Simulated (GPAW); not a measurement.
A run of GPAW 26.7.0 is set up as follows.

The input run.py:

```python
from ase import Atoms
from ase.filters import FrechetCellFilter
from ase.io import write
from ase.optimize import BFGS
from gpaw import GPAW, PW, setup_paths

setup_paths.insert(0, '.')

atoms = Atoms(['Cu', 'Cu', 'Cu', 'Al'],
              cell=[[0.0, 2.888010988, 2.888010988],
                    [2.888010988, 0.0, 2.888010988],
                    [2.888010988, 2.888010988, 0.0]],
              scaled_positions=[[0.75, 0.75, 0.75],
                                [0.25, 0.25, 0.25],
                                [0.5, 0.5, 0.5],
                                [0.0, 0.0, 0.0]],
              pbc=True)

calc = GPAW(mode=PW(600),
            xc='PBEsol',
            kpts={'size': (8, 8, 8), 'gamma': True},
            occupations={'name': 'fermi-dirac', 'width': 0.05},
            nbands=35,
            convergence={'density': 1e-05, 'forces': 0.0001},
            maxiter=150,
            txt='gpaw.txt')
atoms.calc = calc
opt = BFGS(FrechetCellFilter(atoms), trajectory='relax.traj', logfile='-')
done = opt.run(fmax=0.02, steps=60)
calc.write('gs.gpw')
write('result.traj', atoms)
print('Converged:', done)
print('Cell:', atoms.cell.cellpar().round(4))
print('Volume:', round(atoms.get_volume(), 4))
print(atoms.get_scaled_positions().round(5))
```

Potentials or basis: PAW data sets generated in the run's folder for this functional, pw.

Run with:

```console
$ gpaw-setup -f PBEsol Al Cu
$ OMP_NUM_THREADS=1 python run.py
```

(1) What does it give for the relaxed volume?

(2) Estimate the space group after relaxing (to 0.05 Å).

Answers

(1) 12.10 Å³/atom.

(2) Fm-3m (No. 225).

Caveat: with this Cu data set, volumes or pressures lay over 1.5 % or 2 GPa off other programs in two to four cells of ten; later steps reuse the first step's grids.
